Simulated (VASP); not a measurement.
Wanted: the native input for a VASP 6.6.1 run.

- Task: single point
- Functional: PBEsol
- Potentials or basis: VASP PAW PBE potentials, release 64 (Hf_pv, Si, O)
- Cutoff: 700 eV
- k mesh: 6 × 6 × 6
- Occupations: gaussian, width 0.02 eV
- Spin: no spin polarisation
- Further INCAR settings: ALGO = Normal; EDIFF = 1e-06

The structure of HfSiO4 lies in POSCAR:

```
HfSiO4
1.0
   -3.2794400000      3.2794400000      2.9794000000
    3.2794400000     -3.2794400000      2.9794000000
    3.2794400000      3.2794400000     -2.9794000000
Hf Si O
2 2 8
Direct
    0.0000000000      0.0000000000      0.0000000000
    0.7500000000      0.2500000000      0.5000000000
    0.2500000000      0.7500000000      0.5000000000
    0.5000000000      0.5000000000      0.0000000000
    0.1321300000      0.3174500000      0.8146800000
    0.0674500000      0.7527700000      0.6853200000
    0.0674500000      0.3821300000      0.3146800000
    0.5027700000      0.3174500000      0.1853200000
    0.6825500000      0.4972300000      0.8146800000
    0.6178700000      0.9325500000      0.6853200000
    0.2472300000      0.9325500000      0.3146800000
    0.6825500000      0.8678700000      0.1853200000
```

The cell is a database's computed one.

These files were run (other wordings do the same):

INCAR

```
SYSTEM = HfSiO4
ALGO = Normal
EDIFF = 1E-6
ENCUT = 700
GGA = PS
ISIF = 2
ISMEAR = 0
LASPH = .True.
LCHARG = .False.
LREAL = .False.
LWAVE = .False.
NELM = 80
PREC = Accurate
SIGMA = 0.02
```

KPOINTS

```
k-points
0
Gamma
  6 6 6
  0 0 0
```

Potentials or basis: VASP PAW PBE potentials, release 64 (Hf_pv, Si, O).

Launch:

```console
$ cat potpaw_PBE.64/Hf_pv/POTCAR potpaw_PBE.64/Si/POTCAR potpaw_PBE.64/O/POTCAR > POTCAR
$ mpirun -np 1 vasp_std > vasp.out
```

It gave:

```json
{
 "Pressure": "0.0 GPa",
 "Band gap on the k mesh": "5.40 eV, indirect (least direct gap 5.77 eV)"
}
```

Caveat: the PAW data sets were made with another functional, which shifts forces and pressure a little; spin-orbit coupling is left out, which moves the levels of the heavy elements.

Run time: 2.1 min on 1 thread of Intel(R) Xeon(R) 6975P-C (Granite Rapids) (shared host), peak memory 0.44 GiB.
